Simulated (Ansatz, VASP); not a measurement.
MgSe in VASP and in Ansatz

```
CELL_PARAMETERS angstrom
2.57906 2.57906 0.00000
-2.57906 2.57906 0.00000
0.00000 2.57906 2.57906
ATOMIC_POSITIONS crystal
Mg 0.00000 0.00000 0.00000
Se 0.50000 0.50000 0.00000
```

Alike in both runs: task single point; functional PBEsol; k mesh 8 × 8 × 8; non-collinear spin, spin-orbit coupling.

|  | VASP | Ansatz |
| --- | --- | --- |
| version | VASP 6.6.1 | Ansatz 0.2.0 |
| potentials or method | VASP PAW PBE potentials, release 64 (Mg, Se), cutoff 520 eV | all-electron LAPW |
| occupations | gaussian, width 0.01 eV | fixed |

|  | VASP | Ansatz | Ansatz less VASP |
| --- | --- | --- | --- |
| gap on the k mesh at the Fermi level (eV) | 1.87 | 1.88 | +0.007 |
| pressure (GPa) | 15.1 | 15.0 | -0.12 |
| net moment per atom (μB) | 0.00 | 0.00 | 0.000 |

Ansatz ran all-electron here, so the differences hold the error of VASP's frozen core and of both bases.

Caveats: so large a pressure means that the cell lies far from this level's equilibrium, or that cutoff or potentials fall short (VASP); the potentials were made for another functional, which shifts forces and pressure (VASP).
